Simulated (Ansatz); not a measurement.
Write the native input for Ansatz 0.2.0 that does the following.

| Item | Value |
| --- | --- |
| Task | single point |
| Functional | HSE03 |
| Potentials or basis | Ansatz PAW earlier set |
| Cutoff | 740 eV (not typed: the program's choice for these potentials) |
| k mesh | 7 × 7 × 7 |
| Occupations | gaussian, width 0.01 eV |
| Spin | no spin polarisation |

The system is Ti.

```
Ti
1.0
     0.00000    2.12681    2.12681
     2.12681    0.00000    2.12681
     2.12681    2.12681    0.00000
Ti
1
Cartesian
  0.0000 0.0000 0.0000
```

This isn't the form of Ti at room conditions, which is hcp.

The cell isn't the ideal one: volume scaled by 1.15.

The input as run:

input.yaml

```yaml
crystal:
  lattice: { a: 4.25361959, b: 4.25361959, c: 4.25361959, alpha: 90.0, beta: 90.0, gamma: 90.0 }
  space_group: 225
  reduce_to_primitive: true
  atoms:
    - { symbol: Ti, wyckoff: "4a", position: [0.0, 0.0, 0.0] }
hamiltonian:
  xc: { exchange: pbe, correlation: pbe, exx: { coeff: 0.25, omega: 0.3 } }
  pseudopotentials: { kind: paw, source: ansatz }
kpoints:
  mp_grid: { grid: [7, 7, 7] }
scf:
  occupations: { method: gaussian, width: 0.01 }
output:
  forces: true
  stress: true
  eigenvalues: true
  write_density: true
  write_potential: true
  elf: true
  volumetric_format: npy
```

Potentials or basis: Ansatz PAW earlier set.

Command:

```console
$ ansatz run input.yaml --threads 1 --pin off --max-ram 2560MiB --backend cpu --events-out ev --progress --plain --runs-dir out
```

It gave:

```
Pressure               : -10.2 GPa
Band gap on the k mesh : none (metal or under the smearing width)
```

Caveat: the k mesh is coarse (spacing up to 0.37 Å⁻¹), so the values aren't converged, least of all with exact exchange; the PAW data sets come from PBE, with cores solved anew for the run's functional, which leaves a small shift of forces and pressure; the thresholds are loose for stress.

Run time: 37 s on 1 thread of Arm Neoverse V2, with other jobs on the host, peak memory 1.4 GiB.
